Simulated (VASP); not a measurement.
Calculation: eigenvalue-self-consistent GW0 on PBE orbitals, VASP's PBE PAW potentials (set 64) (plane waves; VASP 6.6.1).

VASP ran on this input.

File KPOINTS:
```
K-points
0
G
  4 4 4
0 0 0
```

### INCAR
```
SYSTEM  =  ZnTe
PREC  =  Normal; ENCUT  =  500; LREAL  =  F
LASPH  =  T; NBANDS  =  160
ALGO  =  EVGW0
ISMEAR  =  0; SIGMA  =  0.01
GGA  =  PE
LWAVE  =  F; LCHARG  =  F
NELMGW  =  4; NOMEGA  =  64; ENCUTGW  =  200
NBANDSGW  =  21; LSPECTRALGW  =  T
```

POSCAR:
```
ZnTe
1
    0.0000000000     3.0500000000     3.0500000000
    3.0500000000     0.0000000000     3.0500000000
    3.0500000000     3.0500000000     0.0000000000
Zn Te
1 1
Direct
  0.0000000000   0.0000000000   0.0000000000
  0.2500000000   0.2500000000   0.2500000000
```

POTCAR, in this order: Zn_sv_GW Te_GW (PBE.64 set). Program: vasp_std. Read from the step before: WAVECAR, WAVEDER.

What VASP printed:

File OSZICAR:
```
energies w=
    0.000    0.000    1.338    0.000    2.673    0.000    4.003    0.000
    5.324    0.000    6.635    0.000    7.934    0.000    9.219    0.000
   10.488    0.000   11.742    0.000   12.979    0.000   14.200    0.000
   15.404    0.000   16.593    0.000   17.766    0.000   18.926    0.000
   20.074    0.000   21.211    0.000   22.338    0.000   23.457    0.000
   24.571    0.000   25.682    0.000   26.791    0.000   27.900    0.000
   29.013    0.000   30.132    0.000   31.259    0.000   32.398    0.000
   33.550    0.000   34.721    0.000   35.912    0.000   37.128    0.000
   38.372    0.000   39.650    0.000   40.966    0.000   42.325    0.000
   43.734    0.000   45.199    0.000   46.728    0.000   48.329    0.000
   50.012    0.000   51.788    0.000   53.670    0.000   55.673    0.000
   57.814    0.000   60.114    0.000   62.596    0.000   65.289    0.000
   68.228    0.000   71.454    0.000   75.019    0.000   78.986    0.000
   83.433    0.000   88.463    0.000   94.202    0.000  100.820    0.000
  108.542    0.000  117.674    0.000  128.642    0.000  142.063    0.000
  158.857    0.000  180.465    0.000  209.274    0.000  249.546    0.000
NQ=   1    0.0000    0.0000    0.0000,
 performed        298000 updates of chi_q(r,r)
NQ=   2    0.2500    0.0000    0.0000,
 performed        784000 updates of chi_q(r,r)
NQ=   3    0.5000    0.0000    0.0000,
 performed       1216000 updates of chi_q(r,r)
NQ=   4    0.2500    0.2500    0.0000,
 performed       1702000 updates of chi_q(r,r)
NQ=   5    0.5000    0.2500    0.0000,
 performed       2336000 updates of chi_q(r,r)
NQ=   6   -0.2500    0.2500    0.0000,
 performed       2916000 updates of chi_q(r,r)
NQ=   7    0.5000    0.5000    0.0000,
 performed       3308000 updates of chi_q(r,r)
NQ=   8   -0.2500    0.5000    0.2500,
 performed       3781000 updates of chi_q(r,r)
 resolving degeneracies of screened two electron integrals
NQ=   1    0.0000    0.0000    0.0000,
 performed        298000 updates of chi_q(r,r)
NQ=   2    0.2500    0.0000    0.0000,
 performed        784000 updates of chi_q(r,r)
NQ=   3    0.5000    0.0000    0.0000,
 performed       1216000 updates of chi_q(r,r)
NQ=   4    0.2500    0.2500    0.0000,
 performed       1702000 updates of chi_q(r,r)
NQ=   5    0.5000    0.2500    0.0000,
 performed       2336000 updates of chi_q(r,r)
NQ=   6   -0.2500    0.2500    0.0000,
 performed       2916000 updates of chi_q(r,r)
NQ=   7    0.5000    0.5000    0.0000,
 performed       3308000 updates of chi_q(r,r)
NQ=   8   -0.2500    0.5000    0.2500,
 performed       3781000 updates of chi_q(r,r)
 resolving degeneracies of screened two electron integrals
NQ=   1    0.0000    0.0000    0.0000,
 performed        298000 updates of chi_q(r,r)
NQ=   2    0.2500    0.0000    0.0000,
 performed        784000 updates of chi_q(r,r)
NQ=   3    0.5000    0.0000    0.0000,
 performed       1216000 updates of chi_q(r,r)
NQ=   4    0.2500    0.2500    0.0000,
 performed       1702000 updates of chi_q(r,r)
NQ=   5    0.5000    0.2500    0.0000,
 performed       2336000 updates of chi_q(r,r)
NQ=   6   -0.2500    0.2500    0.0000,
 performed       2916000 updates of chi_q(r,r)
NQ=   7    0.5000    0.5000    0.0000,
 performed       3308000 updates of chi_q(r,r)
NQ=   8   -0.2500    0.5000    0.2500,
 performed       3781000 updates of chi_q(r,r)
 resolving degeneracies of screened two electron integrals
NQ=   1    0.0000    0.0000    0.0000,
 performed        298000 updates of chi_q(r,r)
NQ=   2    0.2500    0.0000    0.0000,
 performed        784000 updates of chi_q(r,r)
NQ=   3    0.5000    0.0000    0.0000,
 performed       1216000 updates of chi_q(r,r)
NQ=   4    0.2500    0.2500    0.0000,
 performed       1702000 updates of chi_q(r,r)
NQ=   5    0.5000    0.2500    0.0000,
 performed       2336000 updates of chi_q(r,r)
NQ=   6   -0.2500    0.2500    0.0000,
 performed       2916000 updates of chi_q(r,r)
NQ=   7    0.5000    0.5000    0.0000,
 performed       3308000 updates of chi_q(r,r)
NQ=   8   -0.2500    0.5000    0.2500,
 performed       3781000 updates of chi_q(r,r)
 resolving degeneracies of screened two electron integrals
```

File OUTCAR:
```


 k-point   1 :       0.0000    0.0000    0.0000
  band No. old QP-enery  QP-energies   sigma(KS)   T+V_ion+V_H  V^pw_x(r,r')   Z            occupation Imag(sigma)

      1    -136.6513    -136.9909     -54.1013     -83.0526     -68.8801       0.6758       2.0000       2.8671
      2     -85.5877     -85.8041     -47.6002     -38.3058     -61.3187       0.6798       2.0000       3.2856
      3     -85.5877     -85.8041     -47.6002     -38.3058     -61.3187       0.6798       2.0000       3.2856
      4     -85.5877     -85.8041     -47.6002     -38.3058     -61.3187       0.6798       2.0000       3.2856
      5      -9.2593      -9.2723     -12.5320       3.2553     -17.5706       0.7505       2.0000       1.8718
      6      -5.2524      -5.2932     -32.4466      27.1358     -41.3631       0.6975       2.0000       1.0784
      7      -5.2524      -5.2932     -32.4466      27.1358     -41.3631       0.6975       2.0000       1.0784
      8      -5.2524      -5.2932     -32.4466      27.1358     -41.3631       0.6975       2.0000       1.0784
      9      -5.0650      -5.1067     -33.6571      28.5324     -42.7635       0.6988       2.0000       1.0313
     10      -5.0650      -5.1067     -33.6571      28.5324     -42.7635       0.6988       2.0000       1.0313
     11       3.1089       3.1036     -13.7916      16.8939     -15.1955       0.7969       2.0000       0.3469
     12       3.1089       3.1036     -13.7916      16.8939     -15.1955       0.7969       2.0000       0.3469
     13       3.1089       3.1036     -13.7916      16.8939     -15.1955       0.7969       2.0000       0.3469
     14       5.9045       5.9032     -10.4859      16.3888      -6.7462       0.8040       0.0000      -0.4011
     15       8.8459       8.8453      -9.4334      18.2786      -5.5281       0.8014       0.0000      -0.4990
     16       8.8459       8.8453      -9.4334      18.2786      -5.5281       0.8014       0.0000      -0.4990
     17       8.8459       8.8453      -9.4334      18.2786      -5.5281       0.8014       0.0000      -0.4990
     18      11.7489      11.7494      -7.6454      19.3949      -3.0193       0.8069       0.0000      -0.7157
     19      14.2745      14.2743      -9.5512      23.8254      -5.0767       0.7994       0.0000      -0.7634
     20      14.2745      14.2743      -9.5512      23.8254      -5.0767       0.7994       0.0000      -0.7634
     21      14.9578      14.9582      -7.1978      22.1560      -2.3766       0.8106       0.0000      -0.9233

 k-point   2 :       0.2500    0.0000    0.0000
  band No. old QP-enery  QP-energies   sigma(KS)   T+V_ion+V_H  V^pw_x(r,r')   Z            occupation Imag(sigma)

      1    -136.6465    -136.9924     -54.1031     -83.0526     -68.8801       0.6792       2.0000       2.8662
      2     -85.5915     -85.8024     -47.5983     -38.3057     -61.3185       0.6751       2.0000       3.2865
      3     -85.5915     -85.8024     -47.5983     -38.3057     -61.3185       0.6751       2.0000       3.2865
      4     -85.5915     -85.8024     -47.5983     -38.3057     -61.3185       0.6751       2.0000       3.2865
      5      -8.8360      -8.8491     -12.7866       3.9332     -17.7167       0.7514       2.0000       1.7814
      6      -5.2244      -5.2651     -32.6003      27.3176     -41.5424       0.6983       2.0000       1.0750
      7      -5.2244      -5.2651     -32.6003      27.3176     -41.5424       0.6983       2.0000       1.0750
      8      -5.1633      -5.2021     -31.8238      26.6056     -40.5480       0.7061       2.0000       1.0771
      9      -5.0644      -5.1062     -33.6463      28.5223     -42.7558       0.7018       2.0000       1.0337
     10      -5.0644      -5.1062     -33.6463      28.5223     -42.7558       0.7018       2.0000       1.0337
     11      -0.1864      -0.1938     -13.4770      13.2812     -15.6207       0.7852       2.0000       0.5509
     12       2.5609       2.5554     -13.3309      15.8849     -14.7801       0.7932       2.0000       0.3700
     13       2.5609       2.5554     -13.3309      15.8849     -14.7801       0.7932       2.0000       0.3700
     14       6.6529       6.6517     -10.1369      16.7884      -6.4356       0.8020       0.0000      -0.4201
     15       9.5287       9.5282      -9.5309      19.0590      -5.5075       0.7984       0.0000      -0.5405
     16       9.5287       9.5282      -9.5309      19.0590      -5.5075       0.7984       0.0000      -0.5405
     17      10.4000      10.3998      -9.4444      19.8441      -5.2471       0.8019       0.0000      -0.5976
     18      12.8161      12.8166      -7.0997      19.9164      -2.5110       0.8087       0.0000      -0.7516
     19      13.1314      13.1314      -8.7412      21.8726      -4.3875       0.8039       0.0000      -0.7111
     20      13.1314      13.1314      -8.7412      21.8726      -4.3875       0.8039       0.0000      -0.7111
     21      15.7417      15.7420      -8.3504      24.0925      -3.3345       0.8048       0.0000      -0.9751

 k-point   3 :       0.5000    0.0000    0.0000
  band No. old QP-enery  QP-energies   sigma(KS)   T+V_ion+V_H  V^pw_x(r,r')   Z            occupation Imag(sigma)

      1    -136.6506    -136.9910     -54.1015     -83.0526     -68.8803       0.6760       2.0000       2.8674
      2     -85.5863     -85.8036     -47.6000     -38.3060     -61.3181       0.6797       2.0000       3.2851
      3     -85.5863     -85.8036     -47.6000     -38.3060     -61.3181       0.6797       2.0000       3.2851
      4     -85.5863     -85.8036     -47.6000     -38.3060     -61.3181       0.6797       2.0000       3.2851
      5      -8.3128      -8.3264     -13.3329       5.0019     -18.1708       0.7502       2.0000       1.6594
      6      -5.2046      -5.2455     -32.7087      27.4455     -41.6651       0.6982       2.0000       1.0704
      7      -5.2046      -5.2455     -32.7087      27.4455     -41.6651       0.6982       2.0000       1.0704
      8      -5.0551      -5.0965     -33.7028      28.5888     -42.8320       0.7029       2.0000       1.0377
      9      -5.0551      -5.0965     -33.7028      28.5888     -42.8320       0.7029       2.0000       1.0377
     10      -4.8538      -4.8923     -33.0973      28.1890     -42.0492       0.7062       2.0000       1.0620
     11      -2.4532      -2.4609     -11.5046       9.0416     -14.0616       0.7821       2.0000       0.8226
     12       2.1303       2.1248     -13.0327      15.1560     -14.5582       0.7928       2.0000       0.3968
     13       2.1303       2.1248     -13.0327      15.1560     -14.5582       0.7928       2.0000       0.3968
     14       6.2634       6.2621     -10.1124      16.3742      -6.5286       0.8057       0.0000      -0.4033
     15       9.4863       9.4858      -9.2615      18.7472      -5.3273       0.8011       0.0000      -0.5322
     16       9.4863       9.4858      -9.2615      18.7472      -5.3273       0.8011       0.0000      -0.5322
     17      11.7564      11.7568      -7.0215      18.7784      -2.6291       0.8087       0.0000      -0.6902
     18      14.1915      14.1919      -8.7790      22.9711      -3.8268       0.8033       0.0000      -0.9157
     19      15.7042      15.7045      -8.7926      24.4972      -3.7433       0.8019       0.0000      -0.9710
     20      15.7042      15.7045      -8.7926      24.4972      -3.7433       0.8019       0.0000      -0.9710
     21      16.9770      16.9774      -9.6041      26.5816      -4.2542       0.8068       0.0000      -1.1666

 k-point   4 :       0.2500    0.2500    0.0000
  band No. old QP-enery  QP-energies   sigma(KS)   T+V_ion+V_H  V^pw_x(r,r')   Z            occupation Imag(sigma)

      1    -136.6516    -136.9904     -54.1009     -83.0526     -68.8801       0.6750       2.0000       2.8675
      2     -85.5933     -85.8014     -47.5974     -38.3056     -61.3184       0.6722       2.0000       3.2870
      3     -85.5933     -85.8014     -47.5974     -38.3056     -61.3184       0.6722       2.0000       3.2870
      4     -85.5933     -85.8014     -47.5974     -38.3056     -61.3184       0.6722       2.0000       3.2870
      5      -8.6915      -8.7047     -12.8856       4.1766     -17.7813       0.7515       2.0000       1.7511
      6      -5.1956      -5.2350     -31.4163      26.1646     -40.0410       0.7030       2.0000       1.0761
      7      -5.1912      -5.2314     -32.7857      27.5370     -41.7636       0.7002       2.0000       1.0736
      8      -5.1912      -5.2314     -32.7857      27.5370     -41.7636       0.7002       2.0000       1.0736
      9      -5.0647      -5.1063     -33.4529      28.3288     -42.5217       0.7014       2.0000       1.0384
     10      -5.0529      -5.0941     -33.7142      28.6027     -42.8363       0.7033       2.0000       1.0326
     11      -0.0238      -0.0314     -14.2150      14.1815     -16.3620       0.7848       2.0000       0.5300
     12       1.6991       1.6934     -12.7171      14.4090     -14.2984       0.7917       2.0000       0.4170
     13       1.6991       1.6934     -12.7171      14.4090     -14.2984       0.7917       2.0000       0.4170
     14       7.0562       7.0552      -9.7614      16.8163      -6.1612       0.8041       0.0000      -0.4300
     15       8.0425       8.0418      -9.1943      17.2360      -5.4232       0.8044       0.0000      -0.4710
     16      11.2792      11.2789      -9.9728      21.2517      -5.5748       0.7966       0.0000      -0.6641
     17      11.2792      11.2789      -9.9728      21.2517      -5.5748       0.7966       0.0000      -0.6641
     18      11.6418      11.6418      -8.7052      20.3470      -4.5087       0.8068       0.0000      -0.6339
     19      15.0955      15.0954      -9.3247      24.4202      -4.6499       0.8012       0.0000      -0.8385
     20      15.3743      15.3747      -8.5183      23.8931      -3.4469       0.8045       0.0000      -0.9707
     21      16.9192      16.9196      -7.3345      24.2542      -2.3970       0.8107       0.0000      -1.0133

 k-point   5 :       0.5000    0.2500    0.0000
  band No. old QP-enery  QP-energies   sigma(KS)   T+V_ion+V_H  V^pw_x(r,r')   Z            occupation Imag(sigma)

      1    -136.6400    -136.9970     -54.1059     -83.0527     -68.8803       0.6884       2.0000       2.8650
      2     -85.5858     -85.8053     -47.6001     -38.3060     -61.3180       0.6853       2.0000       3.2849
      3     -85.5858     -85.8053     -47.6001     -38.3060     -61.3180       0.6853       2.0000       3.2849
      4     -85.5858     -85.8053     -47.6001     -38.3060     -61.3180       0.6853       2.0000       3.2849
      5      -8.1610      -8.1747     -13.4976       5.3184     -18.3158       0.7524       2.0000       1.6275
...
```
(Selected blocks of OUTCAR.)

The mesh is coarse and the basis finite, so the quasiparticle values are not converged. VASP warned that its frequency grid is unfit for quasiparticle energies.

The compound is ZnTe in the zinc blende structure. The cell was not relaxed at this level. The k-mesh is coarse (spacing up to 0.45 per Å, 2π included), so the numbers may not be converged in it.
